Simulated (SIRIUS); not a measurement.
**W in SIRIUS: convergence with radial points in a sphere**

W:

```
W
1.0
     0.00000    2.03000    2.03000
     2.03000    0.00000    2.03000
     2.03000    2.03000    0.00000
W
1
Direct
  0.00000 0.00000 0.00000
```

This isn't the form of W at room conditions, which is bcc.

```yaml
Program: SIRIUS 7.12.0
Task: convergence study
Functional: PBE
Potentials_or_basis: all-electron FP-LAPW
Cutoff: 164 eV
Basis: apw+lo standard
k_mesh: 11 × 11 × 11
Occupations: fermi-dirac, width 0.05 eV
Spin: no spin polarisation
```

These are the settings of the first run; the series varies radial points in a sphere, with any setting tied to it.

Hardware: 1 thread of Intel(R) Xeon(R) 6975P-C (Granite Rapids), with other jobs on the host.

| radial points in a sphere | energy less the tightest run, at zero smearing (meV/atom) | SCF cycles | CPU time (s) | peak memory (GiB) |
| --- | --- | --- | --- | --- |
| 200 | -106.04 | 8 | 20 | 0.24 |
| 300 | -22.18 | 7 | 23 | 0.26 |
| 450 | -4.49 | 7 | 25 | 0.29 |
| 700 | -0.75 | 7 | 30 | 0.32 |
| 1000 | -0.15 | 7 | 32 | 0.38 |
| 1500 | 0.00 | 7 | 42 | 0.46 |

Against the tightest run, the energy stays within 1 meV/atom from 700 on. The tightest run that finished is the yardstick and may itself not be fully converged.

The run has no spin-orbit coupling, so splittings on W are missing.
